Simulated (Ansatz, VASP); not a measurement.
# C (Diamond) in two plane-wave programs

One calculation is typed for both programs; each brings its own data sets. How far apart do they land? The cell is taken from a series of runs on this material, whose earlier steps may have relaxed, scaled, displaced or heated it; both programs get it as it stands.

Main program and level: Ansatz 0.2.0; plane waves, with VASP 6.6.1 beside it; single point at r2SCAN.

## Step 1: Starting point

The structure is tetragonal, space group I4_1/amd (No. 141). Conventional cell: a = 2.522 Å, b = 2.522 Å, c = 3.585 Å, α = 90.00°, β = 90.00°, γ = 90.00°. C has 4 C at 1.55 Å nearest.

Coordinates:

```cif
data_structure
_symmetry_space_group_name_H-M 'I4_1/amd:1'
_symmetry_Int_Tables_number 141
_cell_length_a 2.5221
_cell_length_b 2.5221
_cell_length_c 3.5846
_cell_angle_alpha 90.000
_cell_angle_beta 90.000
_cell_angle_gamma 90.000
_cell_volume 22.80
loop_
_atom_site_label
_atom_site_type_symbol
_atom_site_symmetry_multiplicity
_atom_site_Wyckoff_symbol
_atom_site_fract_x
_atom_site_fract_y
_atom_site_fract_z
_atom_site_occupancy
C1 C 4 b 0.50000 0.50000 0.00000 1
```

## Step 2: Ansatz: single point, r2SCAN, pair 1

Ansatz runs on its default PAW (the set named soft_2) files.

With cell and atoms fixed, the geometry can't cause a difference; cores, projectors, grids and the points listed under the comparison can.

input.yaml reads:

```yaml
crystal:
  lattice:
    - [0.0, 1.78337, 1.79228685]
    - [1.78337, 0.0, 1.79228685]
    - [1.78337, 1.78337, 0.0]
  atoms:
    - { symbol: C, position: [0.5, 0.5, 0.5] }
    - { symbol: C, position: [0.75, 0.75, 0.75] }
kpoints:
  mp_grid: { grid: [8, 8, 8] }
hamiltonian:
  xc: r2scan
scf:
  occupations: { method: gaussian, width: 0.01 }
  n_extra_bands: 8
output:
  forces: true
  stress: true
  eigenvalues: true
  eigenstates:
    kpoints:
      - [0.0, 0.361728775, 0.361728775]
      - [0.361728775, 0.0, 0.361728775]
      - [0.361728775, 0.361728775, 0.0]
      - [0.0, 0.0, 0.0]
  write_potential: true
  volumetric_format: npy
```

Launch:

```console
$ ansatz run input.yaml --threads 4 --pin off --max-ram 9216MiB --backend cpu --events-out ev --progress --plain --runs-dir out
```

Numbers of over 12 decimals in the logs are rounded to 6 here.

What it wrote:

```text
scf.n_extra_bands = 8 over 4 filled bands (N_el = 8.0): the run solves 12 bands
Engine: ansatz 0.2.0, aarch64-unknown-linux-gnu
Pseudopotentials: kind: paw
Pseudopotential: C, paw, valence charge 4, recommended cutoff 500 eV (meta_gga), C.paw.azcp
Functional definition: r2SCAN
  parameter k0 = 0.174
  parameter k1 = 0.065
  parameter a1 = 4.9479
  exchange = r2scan_x(k0 = k0, k1 = k1, a1 = a1)
  correlation = r2scan_c
Crystal: 2 atoms, lattice volume = 11.400 Å³
Basis set: ecut = 500 eV, 283 PW (Γ), exchange–correlation on 80×80×80 points (64 copies of the dense FFT grid, shifted against one another)
Bands: 12, of which v1, the nominal top of the filled ones, is band 4 counted from 1 (3 counted from 0)
Symmetry: 16 space group operations
Space group: I41/amd (ITA 141), of the structure as read, at distance tolerance 2.3e-5 Å
k-points: 59 of 512
Non-local potential: C, projectors of the file, l = 0: 2, l = 1: 2, l = 2: 1
PAW form: soft (Blöchl's): semilocal exchange-correlation on the pseudo side does not see the compensation charge
PAW frozen core: C, regenerated for the run's functional (the file was generated under x = pbe(κ = 0.804, μ = 0.219515), c = pbe(β = 0.066725))
PAW one-centre angular grid: C, 302 points (default); XC on 239 of its mesh's 2573 points in the sphere
Initial density: superposition of atomic densities (neutral atoms: chi_scale 0, normalization atom), corrected by the library's trained network
Initial wavefunctions: pseudopotential atomic-orbital guess
Functional: x = r2scan, c = r2scan; τ floored in thin density (d = 2e-4 eV/Å³)
SCF iter   1: F=—  HF=-503.053083 eV  |F-HF|=—  |Δ(HF+E_count)|=         —  Δρ=8.86e-3  dr2=2.41e-3  dr2_τ=3.76e-1  ethr=1.77e-3  ⟨swp⟩=5.4  Hψ=4068  notcnv=0
preconditioner: auto → none  [insulator: Δε(μ)=4.216 eV  Ē_g=28.236 eV  σ=0.010 eV  W_gap=1.00  n_scr=0 (ndim 8)  ℏωp=31.1 eV  f_vac=0.000  D(μ)=0.00/eV (n_scr^D=0)  ε∞_Penn≈2.2]
SCF iter   2: F=—  HF=-503.108300 eV  |F-HF|=—  |Δ(HF+E_count)|=   5.52e-2  Δρ=5.56e-3  dr2=9.72e-4  dr2_τ=5.81e-5  ethr=3.01e-5  ⟨swp⟩=2.9  Hψ=1852  notcnv=0  defer=173
SCF iter   3: F=—  HF=-503.108329 eV  |F-HF|=—  |Δ(HF+E_count)|=   2.93e-5  Δρ=1.73e-3  dr2=1.01e-4  dr2_τ=1.40e-5  ethr=1.22e-5  ⟨swp⟩=2.8  Hψ=969  notcnv=0  defer=173
SCF iter   4: F=—  HF=-503.108364 eV  |F-HF|=—  |Δ(HF+E_count)|=   3.44e-5  Δρ=3.47e-4  dr2=4.07e-6  dr2_τ=2.74e-7  ethr=1.26e-6  ⟨swp⟩=1.6  Hψ=588  notcnv=0  defer=173
SCF iter   5: F=—  HF=-503.108367 eV  |F-HF|=—  |Δ(HF+E_count)|=   3.63e-6  Δρ=8.03e-5  dr2=2.19e-7  dr2_τ=2.62e-8  ethr=5.08e-8  ⟨swp⟩=1.7  Hψ=659  notcnv=0  defer=173
SCF iter   6: F=-503.108368 eV  HF=-503.108368 eV  |F-HF|=1.56e-10  |Δ(HF+E_count)|=   1.46e-7  Δρ=2.74e-6  dr2=2.41e-10  dr2_τ=5.30e-11  ethr=1.25e-9  ⟨swp⟩=11.3  Hψ=4218  notcnv=0
SCF 1 converged in 6 iterations: F = -503.108368 eV  dr2 = 2.41e-10
  greatest PAW one-centre occupation: 0.657 electrons in one spin orbital (limit 2), on the C atom at site 1 (counted from 0), in its partial waves of l = 0
NSCF: frozen V_eff on 4 k-points
SCF converged after 6 iterations
Free energy (F): -503.108368 eV
Harris-Foulkes:  -503.108368 eV  (|F-HF|=1.56e-10)
Internal energy: -503.108368 eV  (E = F + TS)
E sigma→0 (E₀):  -503.108368 eV
Fermi energy:    15.362431 eV
--- Per-component energies (eV) ---
  E_band       = 29.802786
  E_kinetic    = 183.791184
  E_local      = -121.494379  (includes V_loc(G=0)·N_el)
  E_nonlocal   = 52.456050
  E_hartree    = 26.746346
  E_xc         = -95.767720
  E_vxc        = -132.329756  (∫ρ·V_xc dr)
  E_paw        = -201.405635  (= ΣΔE_a)
  E_vpaw       = -13.096996  (= ΣTr[D̂ρ^β])
  E_aug_tail   = 0.000008  (compensation charges beyond the density's cutoff)
  E_vtau       = 6.984095  (kinetic-family band-sum trace: ∫τ·v_τ [+ j·A + Jᵃ·Aᵃ] dr)
  E_ewald      = -347.384674
  E_core_change = -0.049547  (= ΣΔE_core)
  E_smearing   = -0.000000  (= −TS)
  E_closure    = -0.000000  (closes the sum)
  Σ components = -503.108368   (vs F -503.108368, Δ=0.00e0)
--- Forces (eV/Å), atoms counted from 1 ---
  atom   1  C     -0.00000000     0.00000000     0.00000000
  atom   2  C      0.00000000     0.00000000    -0.00000000
  max |Σ_I F_I| component: 1.11e-16 eV/Å
--- Stress (GPa, compression-positive) ---
       -2.962647       0.000000      -0.000000
        0.000000      -2.962647      -0.000000
       -0.000000      -0.000000      -7.874041
  P = ⅓ Tr σ = -4.5998 GPa (-45.998 kbar)
--- Band table (eV; the first three rows and the last of 59) ---
  k-point 0: bands = [-9.4054, 13.1461, 13.2252, 13.2252, 19.0428, 19.0428, 19.1093, 26.8530, ... 4 higher]
  k-point 1: bands = [-8.9559, 10.6331, 12.4809, 12.5390, 19.9547, 19.9867, 20.4103, 27.3245, ... 4 higher]
  k-point 2: bands = [-7.6225, 6.2329, 11.3188, 11.3925, 21.3769, 21.3864, 21.6601, 28.5254, ... 4 higher]
  k-point 58: bands = [-0.3884, -0.3884, 6.6348, 6.6348, 18.2900, 18.2900, 31.0054, 31.0054, ... 4 higher]
```

Reading the cycles: dr2 is the Hartree energy of the density residual (eV), the measure of convergence; HF is the Harris–Foulkes estimate of the energy, which meets the free energy F at convergence.

The run ends at a pressure of -4.60 GPa.

## Step 3: VASP: single point, r2SCAN, pair 1

The same cell, functional, mesh and smearing now go to VASP, with its own data sets.

Lines of VASP's logs that name or quote its potential files are left out, and so is its time.

INCAR reads:

```
SYSTEM = C
PREC = Accurate
ENCUT = 660
EDIFF = 1E-06
NELM = 120
ISMEAR = 0
SIGMA = 0.01
LREAL = .FALSE.
ALGO = Normal
METAGGA = R2SCAN
LASPH = .TRUE.
NBANDS = 10
LORBIT = 11
LWAVE = .FALSE.
LCHARG = .FALSE.
ISIF = 2
GGA_COMPAT = .FALSE.
EFERMI = MIDGAP
LMIXTAU = .TRUE.
```

POSCAR reads:

```
C
1.0
    0.0000000000      1.7833700000      1.7922868500
    1.7833700000      0.0000000000      1.7922868500
    1.7833700000      1.7833700000      0.0000000000
C
2
Direct
    0.5000000000      0.5000000000      0.5000000000
    0.7500000000      0.7500000000      0.7500000000
```

KPOINTS reads:

```
Automatic mesh
0
Gamma
8 8 8
0 0 0
```

Potentials, in the order of the species: C (PBE family, release 64).

Launch:

```console
$ mpirun -np 1 vasp_std
```

What it wrote:

```text
[banner, memory and clock lines left out]
running    1 mpi-ranks, on    1 nodes
 distrk:  each k-point on    1 cores,    1 groups
 distr:  one band on    1 cores,    1 groups

 POSCAR found type information on POSCAR C
 POSCAR found :  1 types and       2 ions
|                                                                             |
|               ----> ADVICE to this user running VASP <----                  |
|                                                                             |
|     You enforced a specific xc type in the INCAR file but a different       |
|     [... a line on the potential file left out ...]
|     I HOPE YOU KNOW WHAT YOU ARE DOING!                                     |
|                                                                             |

 LDA part: xc-table for (None), standard interpolation
 POSCAR, INCAR and KPOINTS ok, starting setup
 FFT: planning ... GRIDC
 FFT: planning ... GRID_SOFT
 FFT: planning ... GRID
 WAVECAR not read
 entering main loop
       N       E                     dE             d eps       ncg     rms          rms(c)
DAV:   1     0.190515755909E+01    0.19052E+01   -0.57666E+03  1204   0.959E+02
DAV:   2    -0.215418599325E+02   -0.23447E+02   -0.22613E+02  1638   0.145E+02
DAV:   3    -0.219461240937E+02   -0.40426E+00   -0.40345E+00  1412   0.158E+01
DAV:   4    -0.219468241318E+02   -0.70004E-03   -0.69995E-03  1300   0.770E-01
DAV:   5    -0.219468249437E+02   -0.81196E-06   -0.81196E-06  1352   0.255E-02    0.507E+00
DAV:   6    -0.194643398363E+02    0.24825E+01   -0.32685E-01  1276   0.527E+00    0.414E+00
DAV:   7    -0.224108720792E+02   -0.29465E+01   -0.87205E-01  1224   0.716E+00    0.887E-01
DAV:   8    -0.194759916061E+02    0.29349E+01   -0.29421E-01  1206   0.476E+00    0.105E+00
DAV:   9    -0.196574664939E+02   -0.18147E+00   -0.32204E-02  1188   0.198E+00    0.110E-01
DAV:  10    -0.196656003547E+02   -0.81339E-02   -0.60159E-03  1254   0.743E-01    0.154E-01
DAV:  11    -0.196651087772E+02    0.49158E-03   -0.61595E-05  1266   0.790E-02    0.151E-01
DAV:  12    -0.196665961719E+02   -0.14874E-02   -0.24219E-04  1188   0.196E-01    0.380E-02
DAV:  13    -0.196666572426E+02   -0.61071E-04   -0.15119E-05  1320   0.515E-02    0.211E-02
DAV:  14    -0.196666563938E+02    0.84874E-06   -0.57361E-08   754   0.319E-03
   1 F= -.19666656E+02 E0= -.19666656E+02  d E =0.000000E+00
```

OUTCAR, selected parts (step 3):

```text
ion  position               nearest neighbor table
   1  0.500  0.500  0.500-   2 1.55   2 1.55   2 1.55   2 1.55
   2  0.750  0.750  0.750-   1 1.55   1 1.55   1 1.55   1 1.55

  LATTYP: Found a body centered tetragonal cell.
 ALAT       =     2.5220660407
 C/A-ratio  =     1.4212846302

 Subroutine GETGRP returns: Found 16 space group operations
 (whereof  8 operations were pure point group operations)

The static configuration has the point symmetry D_2d.
 The point group associated with its full space group is D_4h.

 Found     59 irreducible k-points:

   k-points           NKPTS =     59   k-points in BZ     NKDIM =     59   number of bands    NBANDS=     10

   dimension x,y,z NGX =    24 NGY =   24 NGZ =   24
   dimension x,y,z NGXF=    48 NGYF=   48 NGZF=   48

   ENCUT  =  660.0 eV  48.51 Ry    6.96 a.u.   5.30  5.30  5.28*2*pi/ulx,y,z

   NELECT =       8.0000    total number of electrons

 k-points in reciprocal lattice and weights: Automatic mesh
   0.00000000  0.00000000  0.00000000       0.002
   0.12500000  0.00000000  0.00000000       0.016
   0.25000000  0.00000000  0.00000000       0.016
   0.37500000  0.00000000  0.00000000       0.016
   0.50000000  0.00000000  0.00000000       0.008
   0.12500000  0.12500000  0.00000000       0.004
   0.25000000  0.12500000  0.00000000       0.016
   0.37500000  0.12500000  0.00000000       0.016
   0.50000000  0.12500000  0.00000000       0.016
[...]
-0.37500000  0.12500000  0.50000000       0.008
  -0.25000000  0.25000000  0.50000000       0.004

 average (electrostatic) potential at core
       1 -47.5124       2 -47.5124

 E-fermi :  11.7881

 k-point     1 :       0.0000    0.0000    0.0000
  band No.  band energies     occupation
      1     -12.9872      2.00000
      2       9.5851      2.00000
      3       9.6639      2.00000
      4       9.6639      2.00000
      5      15.4376      0.00000
      6      15.4376      0.00000
      7      15.5041      0.00000
      8      23.3346      0.00000
      9      29.9684      0.00000
    ...

 k-point     2 :       0.1250    0.0000    0.0000
  band No.  band energies     occupation
      1     -12.5376      2.00000
      2       7.0622      2.00000
      3       8.9157      2.00000
      4       8.9737      2.00000
      5      16.3536      0.00000
      6      16.3857      0.00000
      7      16.8204      0.00000
      8      23.7986      0.00000
      9      30.6663      0.00000
    ...

 k-point     3 :       0.2500    0.0000    0.0000
  band No.  band energies     occupation
      1     -11.2039      2.00000
      2       2.6568      2.00000
      3       7.7505      2.00000
      4       7.8242      2.00000
      5      17.7796      0.00000
      6      17.7875      0.00000
      7      18.0879      0.00000
      8      24.9781      0.00000
      9      31.4621      0.00000
    ...

  Total       -0.1952401     -0.1952401     -0.5445459      0.0000000      0.0000000      0.0000000
  in kB      -27.4384289    -27.4384289    -76.5287587      0.0000000      0.0000000      0.0000000
  external PRESSURE =     -43.8018722 kB  Pullay stress =       0.0000000 kB

  energy-cutoff  :      660.00
  volume of cell :       11.40
      direct lattice vectors                 reciprocal lattice vectors
     0.000000000  1.783370000  1.792286850    -0.280368067  0.280368067  0.278973201
     1.783370000  0.000000000  1.792286850     0.280368067 -0.280368067  0.278973201
     1.783370000  1.783370000  0.000000000     0.280368067  0.280368067 -0.278973201

 POSITION                                       TOTAL-FORCE (eV/Angst)
 -----------------------------------------------------------------------------------
      1.78337      1.78337      1.79229         0.000000      0.000000      0.000000
      2.67505      2.67505      2.68843        -0.000000     -0.000000     -0.000000
 -----------------------------------------------------------------------------------
    total drift:                                0.000000      0.000000      0.000000

  FREE ENERGIE OF THE ION-ELECTRON SYSTEM (eV)
  ---------------------------------------------------
  free  energy   TOTEN  =       -19.6666563938 eV

  energy  without entropy=      -19.6666563938  energy(sigma->0) =      -19.66665639

 total charge
# of ion       s       p       d       tot
------------------------------------------
    1        0.842   1.734   0.000   2.576
    2        0.842   1.734   0.000   2.576
--------------------------------------------------
tot          1.684   3.469   0.000   5.153

[... 3 further parts left out ...]
```

The run ends at a pressure of -4.38 GPa.

## Step 4: Side by side

Known differences besides the potentials themselves: VASP keeps PBE cores, Ansatz makes them for the functional; the cutoff is 500 eV in Ansatz and 660 eV in VASP. Total energies have different zeros and are not compared.

Both answers:

```csv
quantity,Ansatz,VASP,difference
pressure (GPa),-4.60,-4.38,-0.22
gap on the k mesh (eV),4.274,4.248,+0.026
```

A gap on the mesh is an upper bound, since the band edges may lie between its points.

## Step 5: VASP: single point, r2SCAN, pair 2

With cell and atoms fixed, the geometry can't cause a difference; cores, projectors, grids and the points listed under the comparison can. The cell compared in this pair holds 11.29 Å³, against 11.40 Å³ for the pair before.

INCAR is that of step 3.

POSCAR reads:

```
C
1.0
    0.0000000000      1.7833700000      1.7744531500
    1.7833700000      0.0000000000      1.7744531500
    1.7833700000      1.7833700000      0.0000000000
C
2
Direct
    0.5000000000      0.5000000000      0.5000000000
    0.7500000000      0.7500000000      0.7500000000
```

KPOINTS is that of step 3.

Launch:

```console
$ mpirun -np 1 vasp_std
```

What it wrote:

```text
[banner, memory and clock lines left out]
running    1 mpi-ranks, on    1 nodes
[...]
[... a notice as in an earlier step ...]

 LDA part: xc-table for (None), standard interpolation
 POSCAR, INCAR and KPOINTS ok, starting setup
[...]
entering main loop
       N       E                     dE             d eps       ncg     rms          rms(c)
DAV:   1     0.447733160314E+01    0.44773E+01   -0.57499E+03  1196   0.961E+02
DAV:   2    -0.213834612707E+02   -0.25861E+02   -0.24594E+02  1672   0.152E+02
DAV:   3    -0.219585624422E+02   -0.57510E+00   -0.57291E+00  1404   0.182E+01
DAV:   4    -0.219598552683E+02   -0.12928E-02   -0.12928E-02  1298   0.946E-01
[...]
DAV:  12    -0.196676705278E+02   -0.15203E-02   -0.24923E-04  1188   0.198E-01    0.392E-02
DAV:  13    -0.196677298202E+02   -0.59292E-04   -0.14819E-05  1324   0.510E-02    0.216E-02
DAV:  14    -0.196677288460E+02    0.97423E-06   -0.68115E-08   756   0.354E-03
   1 F= -.19667729E+02 E0= -.19667729E+02  d E =0.000000E+00
```

OUTCAR, selected parts (step 5):

```text
  Total       -0.1118061     -0.1118061      0.2359123      0.0000000      0.0000000     -0.0000000
  in kB      -15.8707897    -15.8707897     33.4875825      0.0000000      0.0000000     -0.0000000
  external PRESSURE =       0.5820011 kB  Pullay stress =       0.0000000 kB

 POSITION                                       TOTAL-FORCE (eV/Angst)
 -----------------------------------------------------------------------------------
      1.78337      1.78337      1.77445         0.000000      0.000000     -0.000000
      2.67505      2.67505      2.66168        -0.000000     -0.000000      0.000000
 -----------------------------------------------------------------------------------
    total drift:                                0.000000      0.000000      0.000000

  FREE ENERGIE OF THE ION-ELECTRON SYSTEM (eV)
  ---------------------------------------------------
  free  energy   TOTEN  =       -19.6677288460 eV

  energy  without entropy=      -19.6677288460  energy(sigma->0) =      -19.66772885

[... 1 part as in an earlier step ...]

[... 2 further parts left out ...]
[key lines of the parts left out:]
E-fermi :  11.9365
```

The run ends at a pressure of 0.06 GPa.

## Step 6: Ansatz: single point, r2SCAN, pair 2

The same cell, functional, mesh and smearing now go to Ansatz, which takes its cutoff from its data sets.

The cell is taken from a series of runs on this material, whose earlier steps may have relaxed, scaled, displaced or heated it; both programs get it as it stands.

Edit input.yaml of step 2 so:

```diff
@@ -2,4 +2,4 @@
   lattice:
-    - [0.0, 1.78337, 1.79228685]
-    - [1.78337, 0.0, 1.79228685]
+    - [0.0, 1.78337, 1.77445315]
+    - [1.78337, 0.0, 1.77445315]
     - [1.78337, 1.78337, 0.0]
```

Launch:

```console
$ ansatz run input.yaml --threads 4 --pin off --max-ram 9216MiB --backend cpu --events-out ev --progress --plain --runs-dir out
```

What it wrote:

```text
[...]
Crystal: 2 atoms, lattice volume = 11.287 Å³
Basis set: ecut = 500 eV, 283 PW (Γ), exchange–correlation on 80×80×80 points (64 copies of the dense FFT grid, shifted against one another)
Bands: 12, of which v1, the nominal top of the filled ones, is band 4 counted from 1 (3 counted from 0)
Symmetry: 16 space group operations
[...]
k-points: 59 of 512
[...]
--- Band table (eV; the first three rows and the last of 59) ---
  k-point 0: bands = [-9.3626, 13.3532, 13.3532, 13.4324, 19.2294, 19.2965, 19.2965, 27.2723, ... 4 higher]
  k-point 1: bands = [-8.9100, 10.7949, 12.6538, 12.7129, 20.1686, 20.2106, 20.6441, 27.7262, ... 4 higher]
  k-point 2: bands = [-7.5671, 6.3649, 11.4814, 11.5555, 21.6005, 21.6243, 21.9363, 28.8776, ... 4 higher]
  k-point 58: bands = [-0.1735, -0.1735, 6.6503, 6.6503, 18.3304, 18.3304, 31.3828, 31.3828, ... 4 higher]
[key lines of the parts left out:]
SCF converged after 6 iterations
Free energy (F): -503.110071 eV
Fermi energy:    15.546635 eV
P = ⅓ Tr σ = -0.1807 GPa (-1.807 kbar)
```

The run ends at a pressure of -0.18 GPa.

## Step 7: Side by side

The two programs side by side:

```csv
quantity,Ansatz,VASP,difference
pressure (GPa),-0.18,0.06,-0.24
gap on the k mesh (eV),4.229,4.202,+0.027
```

A gap on the mesh is an upper bound, since the band edges may lie between its points.

## Step 8: Summary of results

```yaml
difference_in_gap_on_the_k_mesh_single_point_r2scan_pair_1: 0.026 eV
difference_in_gap_on_the_k_mesh_single_point_r2scan_pair_2: 0.027 eV
```

**Reading.** The difference in gap on the k mesh is 0.027 eV (single point, r2SCAN, pair 2), within the 0.08 eV picked in this series as the mark of a large difference. 2 further runs of this series are not shown here. Such differences can come from data sets, numerical settings and the points named under the comparisons, not from the functional's error against experiment.

[Lines on the potential files, build, host, timing and source positions are cut from VASP's logs without a mark.]

[Logs are printed without paths, hosts, clocks, repeated set-up lines and the standing remarks that a program may print on its own settings, such as how far it seeks lower states.]

[Hosts, paths, dates, database ids (printed as entryN), source tags and the programs' standing remarks are cut or masked in the printed files.]
